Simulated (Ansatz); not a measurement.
## An elastic constant from a strain scan in AgCl

Theory: DFT PBE, scalar-relativistic, plane waves, PAW (Ansatz 0.2.0). Cutoff 420 eV, Γ-centred 8×8×8 k-points, Gaussian smearing of 0.05 eV. No spin polarisation. Energies are free energies at this smearing, counted from the undisturbed cell; pressure is positive in compression.

The undisturbed cell (relaxed at this level):

```
CELL_PARAMETERS angstrom
0.00000 2.80602 2.80602
2.80602 0.00000 2.80602
2.80602 2.80602 0.00000
ATOMIC_POSITIONS crystal
Ag 0.50000 0.50000 0.50000
Cl 0.00000 0.00000 0.00000
```

The cell is strained by ε times the Voigt pattern (0, 0, 0, 1, 0, 0) (xx, yy, zz, yz, xz, xy; engineering shear) with fractional coordinates fixed. The cell holds 2 atoms in V0 = 44.19 Å³. The stress column is τ = (1/V0) dE/dε, got from the stress tensor σ (compression positive) at each point as −det(1 + εP) σ : P(1 + εP)⁻¹, with P the pattern as a tensor.

| ε | ΔE (meV/atom) | τ (GPa) |
| --- | --- | --- |
| -0.0350 | 0.537 | -0.222 |
| -0.0300 | 0.394 | -0.190 |
| -0.0250 | 0.275 | -0.158 |
| -0.0200 | 0.177 | -0.126 |
| -0.0150 | 0.101 | -0.095 |
| -0.0100 | 0.046 | -0.063 |
| -0.0050 | 0.015 | -0.032 |
| 0.0000 | 0.000 | 0.000 |
| 0.0050 | 0.015 | 0.032 |
| 0.0100 | 0.046 | 0.063 |
| 0.0150 | 0.101 | 0.095 |
| 0.0200 | 0.177 | 0.126 |
| 0.0250 | 0.275 | 0.158 |
| 0.0300 | 0.394 | 0.190 |
| 0.0350 | 0.537 | 0.222 |
| 0.0400 | ? | ? |

Problem. Which combination of elastic constants does this scan measure, and how large is it?

Solution. For small ε, τ = τ0 + Kε with K = pᵀCp, which for this pattern is C44 in the cubic axes. The parabola through τ at ε = -0.0050, 0 and 0.0050 has slope K = 6.3 GPa at zero. The energies per cell, E = NΔE, of the wider pair ε = ±0.0300 give K = 2[E(ε₊)/ε₊ − E(ε₋)/ε₋]/[(ε₊ − ε₋)V0] = 6.4 GPa, in agreement.

Problem. Predict the withheld row at ε = 0.0400 from the harmonic law, and compare.

Solution. ΔE = V0(τ0 ε + Kε²/2)/N = 0.695 meV/atom and τ = 0.25 GPa. The calculation gives 0.702 meV/atom and 0.25 GPa, a miss of 0.01 meV/atom at most, so the harmonic law still holds here.